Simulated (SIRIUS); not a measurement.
Runs of SIRIUS 7.12.0 on InP. It takes space group F-43m (No. 216, cubic). Conventional cell: a = 5.861 Å, b = 5.861 Å, c = 5.861 Å, α = 90.00°, β = 90.00°, γ = 90.00°. In (site symmetry -43m) is surrounded by 4 P at 2.54 Å. Around P (site symmetry -43m) lie 4 In at 2.54 Å. 

```csv
task,level,reference energy of the basis,start of the SCF,gap on the mesh (eV),V0 of scaled cells (Å³/atom),B0 (GPa)
equation of state,PBEsol,-,-,-,25.37,67
single point,PBEsol,0.17 Ha,LDA density,0.61,-,-
equation of state,PBE,-,-,-,26.44,(a)
single point,PBE,0.17 Ha,LDA density,(c),-,-
equation of state,WC,-,-,-,(b),67
equation of state,LDA,-,-,-,24.72,72
```

Alike in all rows: potentials or basis all-electron FP-LAPW, apw+lo standard; no spin polarisation; cell as given; k mesh 8 × 8 × 8; cutoff (eV) 172; smearing fermi-dirac 0.05 eV.

Q: Estimate the missing entries.

A: (a) 59; (b) 25.39; (c) 0.71.

Caveats: spin-orbit coupling is left out, which moves the levels of the heavy elements (some runs).

A k mesh can miss the band edges, and the runs leave out spin-orbit coupling on In.

Not every run made on this cell is shown here.
